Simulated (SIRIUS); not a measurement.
**CdSe (Cadmoselite) under changes of volume**

One of the cells (28.665 Å³/atom); the others are scaled copies at fixed shape and fractional positions:

```
CELL_PARAMETERS angstrom
4.32848 0.00000 0.00000
-2.16424 3.74857 0.00000
0.00000 0.00000 7.06649
ATOMIC_POSITIONS crystal
Cd 0.66667 0.33333 0.50000
Cd 0.33333 0.66667 0.00000
Se 0.66667 0.33333 0.88500
Se 0.33333 0.66667 0.38500
```

| Property | Result |
| --- | --- |
| Program | SIRIUS 7.12.0 |
| Functional | PBEsol |
| Potentials or basis | all-electron FP-LAPW |
| Cutoff | 181 eV |
| Basis | apw+lo standard |
| k mesh | 7 × 7 × 4 |
| Occupations | fermi-dirac, width 0.05 eV |
| Spin | no spin polarisation |

```tsv
volume (Å³/atom)	energy over the lowest point (meV/atom)	gap on the mesh (eV)
26.416	18.82	0.70
26.978	?	?
27.540	1.18	0.61
28.665	0.00	0.53
29.227	4.93	0.50
29.789	12.15	0.45
```

Q: What does the run at 26.978 Å³/atom give?

A: Energy over the lowest point 7.77 meV/atom; gap on the mesh 0.66 eV.

Worked out: A Birch-Murnaghan fit of order 3 (a polynomial in V^(-2/3)) to the other rows has its minimum at 28.17 Å³/atom with B0 = V·E''(V) = 52 GPa and B' = 5.3 at fixed shape and positions, which overstates the stiffness. It gives 7.62 meV/atom at 26.978 Å³/atom, against the run's 7.77. A straight line through the other rows of the gap, of slope -2.03 eV per unit of ln V (its deformation potential), gives 0.66 eV, against the run's 0.66.

Energies are extrapolated to zero smearing.

Spin-orbit coupling on Cd, Se is left out.
